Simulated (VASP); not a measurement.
## TaSi2 under changes of volume

One of the cells (14.758 Å³/atom); the others are scaled copies at fixed shape and fractional positions:

```
Ta Si
1.0
     4.81558    0.00000    0.00000
    -2.40779    4.17042    0.00000
     0.00000    0.00000    6.61351
Ta Si
3 6
Direct
  0.00000 0.50000 0.33333
  0.50000 0.50000 0.66667
  0.50000 0.00000 0.00000
  0.31794 0.15897 0.33333
  0.15897 0.84103 0.66667
  0.84103 0.68206 0.00000
  0.68206 0.84103 0.33333
  0.84103 0.15897 0.66667
  0.15897 0.31794 0.00000
```

| Quantity | Value |
| --- | --- |
| Program | VASP 6.6.1 |
| Functional | PBE |
| Potentials or basis | VASP PAW PBE potentials, release 64 (Ta_pv, Si) |
| Cutoff | 520 eV |
| k mesh | 7 × 7 × 4 |
| Occupations | fermi-dirac, width 0.05 eV |
| Spin | no spin polarisation |

```csv
volume (Å³/atom),energy over the lowest point (meV/atom),pressure (GPa),largest force (eV/Å)
13.600,51.01,16.5,0.027
13.890,25.91,11.4,0.025
14.179,9.61,6.7,0.025
14.758,0.00,-1.2,0.026
15.047,?,?,?
15.336,16.15,-7.6,0.032
```

**Question.** What does the run at 15.047 Å³/atom give?

**Answer.** Energy over the lowest point 5.18 meV/atom; pressure -4.5 GPa; largest force 0.029 eV/Å.

Worked out: A Birch-Murnaghan fit of order 3 (a polynomial in V^(-2/3)) to the other rows has its minimum at 14.67 Å³/atom with B0 = V·E''(V) = 186 GPa and B' = 4.2 at fixed shape and positions, which overstates the stiffness. It gives 5.17 meV/atom at 15.047 Å³/atom, against the run's 5.18, and -dE/dV = -4.5 GPa, against -4.5.

Energies are extrapolated to zero smearing.
